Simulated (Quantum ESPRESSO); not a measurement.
Here is a Quantum ESPRESSO 7.5 calculation.

pw.in

```
&CONTROL
  calculation = 'scf'
  prefix = 'pwscf'
  outdir = './tmp'
  pseudo_dir = './pseudo'
  tprnfor = .true.
  tstress = .true.
  disk_io = 'low'
/
&SYSTEM
  ibrav = 0
  nat = 1
  ntyp = 1
  ecutwfc = 60
  nbnd = 15
  occupations = 'smearing'
  smearing = 'fd'
  degauss = 0.00367493
/
&ELECTRONS
  conv_thr = 2d-10
  electron_maxstep = 120
  mixing_beta = 0.5
/
ATOMIC_SPECIES
Pd   106.4200 Pd_ONCV_PBE-1.0.oncvpsp.upf
CELL_PARAMETERS angstrom
   0.0000000000    1.9465000000    1.9465000000
   1.9465000000    0.0000000000    1.9465000000
   1.9465000000    1.9465000000    0.0000000000
ATOMIC_POSITIONS crystal
Pd     0.0000000000    0.0000000000    0.0000000000
K_POINTS automatic
12 12 12 0 0 0
```

pp_density.in

```
&INPUTPP
  prefix = 'pwscf'
  outdir = './tmp'
  filplot = 'density.dat'
  plot_num = 0
/
&PLOT
  nfile = 1
  filepp(1) = 'density.dat'
  iflag = 3
  output_format = 6
  fileout = 'density.cube'
/
```

pp_potential.in

```
&INPUTPP
  prefix = 'pwscf'
  outdir = './tmp'
  filplot = 'potential.dat'
  plot_num = 11
/
&PLOT
  nfile = 1
  filepp(1) = 'potential.dat'
  iflag = 3
  output_format = 6
  fileout = 'potential.cube'
/
```

pp_elf.in

```
&INPUTPP
  prefix = 'pwscf'
  outdir = './tmp'
  filplot = 'elf.dat'
  plot_num = 8
/
&PLOT
  nfile = 1
  filepp(1) = 'elf.dat'
  iflag = 3
  output_format = 6
  fileout = 'elf.cube'
/
```

Potentials or basis: SSSP 1.3 efficiency PBE.

The run is started by

```sh
$ OMP_NUM_THREADS=1 pw.x -in pw.in > pw.out
$ OMP_NUM_THREADS=1 pp.x -in pp_density.in > pp_density.out
$ OMP_NUM_THREADS=1 pp.x -in pp_potential.in > pp_potential.out
$ OMP_NUM_THREADS=1 pp.x -in pp_elf.in > pp_elf.out
```

(1) Predict the band gap on the k mesh.

(2) What does it give for the pressure?

Results:

(1) none (metal or under the smearing width).

(2) 6.8 GPa.
